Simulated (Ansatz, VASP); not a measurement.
Two plane-wave programs on Ge

INCAR

```
PREC     = Accurate       # precision mode
ENCUT    = 520            # plane-wave cutoff, eV
EDIFF    = 1E-7           # SCF threshold, eV
ISMEAR   = -1             # smearing method
SIGMA    = 0.05           # smearing width, eV
LREAL    = False          # projectors in reciprocal space
LASPH    = True           # aspherical terms in the spheres
NELM     = 60             # most SCF steps
ALGO     = Normal         # electronic algorithm
ISIF     = 2              # what is computed and relaxed
LWAVE    = False          # write WAVECAR
LCHARG   = False          # write CHGCAR
GGA      = PE             # functional
NBANDS   = 21             # bands
```

The input KPOINTS:

```
Automatic mesh
0
Gamma
  10 10 6
```

The input POSCAR:

```
Ge
1.0
    1.4880529250     -2.5946896100      0.0000000000
    1.4880529250      2.5946896100      0.0000000000
    0.0000000000      0.0000000000      4.7275957900
Ge
2
Direct
    0.3271040000      0.6793620000      0.2532250000
    0.6791040000      0.3358940000      0.7452560000
```

File input.yaml:

```yaml
crystal:
  lattice:
    - [1.488052925, -2.59468961, 0.0]
    - [1.488052925, 2.59468961, 0.0]
    - [0.0, 0.0, 4.72759579]
  atoms:
    - { symbol: Ge, position: [0.327104, 0.679362, 0.253225] }
    - { symbol: Ge, position: [0.679104, 0.335894, 0.745256] }
hamiltonian:
  xc: pbe
  pseudopotentials: { kind: paw }
kpoints:
  mp_grid: { grid: [10, 10, 6] }
scf:
  occupations: { method: fermi_dirac, width: 0.05 }
output:
  forces: true
  stress: true
  eigenvalues: true
  write_density: true
  write_potential: true
  elf: true
  volumetric_format: npy
```

Change from the starting cell: atoms moved at random, drawn with an rms of 0.05 Å.

Alike in both runs: task single point; functional PBE; k mesh 10 × 10 × 6; occupations fermi-dirac, width 0.05 eV; no spin polarisation.

```csv
,VASP,Ansatz
version,VASP 6.6.1,Ansatz 0.2.0
potentials or method,"VASP PAW PBE potentials, release 64 (Ge_d)",Ansatz PAW
plane-wave cutoff (eV),520,420
valence electrons in the cell,28,28
```

Ansatz gave:

```
gap on the k mesh at the Fermi level (eV)       : none
pressure (GPa)                                  : 4.4
largest component of the traceless stress (GPa) : 1.77
rms of the force components (eV/Å)              : 0.019
```

Task: Estimate VASP's values.

Result: gap on the k mesh at the Fermi level (eV): none; pressure (GPa): 4.3; largest component of the traceless stress (GPa): 1.77; rms of the force components (eV/Å): 0.019.

Atom by atom the forces differ by 0.001 eV/Å (rms over components). A gap of «none» marks a metal or a gap that the smearing closes.
